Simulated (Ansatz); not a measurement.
# Thickness series of a surface: bcc Ta (100)

All-electron LAPW in Ansatz 0.2.0 under PBE, scalar-relativistic, energies extrapolated to zero smearing, no spin–orbit coupling, no spin polarisation. The 1×1 slabs (area 11.02 Å²) are cut from the bulk relaxed on PAW files, and their atoms are relaxed; γ counts from the bulk energy, Δd12 is the change of the outer spacing. No reconstruction is allowed, and meshes differ a little between slabs.

| planes | γ (J/m²) | Φ (eV) | Δd12 (%) |
| --- | --- | --- | --- |
| 1 | 3.809 | 4.38 | – |
| 3 | 2.487 | 3.72 | -13.4 |
| 4 | 2.735 | 3.84 | ? |
| 5 | 2.485 | 3.76 | -13.3 |
| 6 | ? | 3.77 | -12.1 |

Task: Give the missing entry: row "4", column "Δd12 (%)".

Result: -9.2.

Task: What belongs in the row "6", column "γ (J/m²)"?

Result: 2.479.

Task: How far have the values settled with thickness?

Result: Between 5 and 6 planes γ moves by -0.3 % and Φ by +0.01 eV. Thin films carry quantum-size oscillations, so two neighbours that agree don't prove convergence.
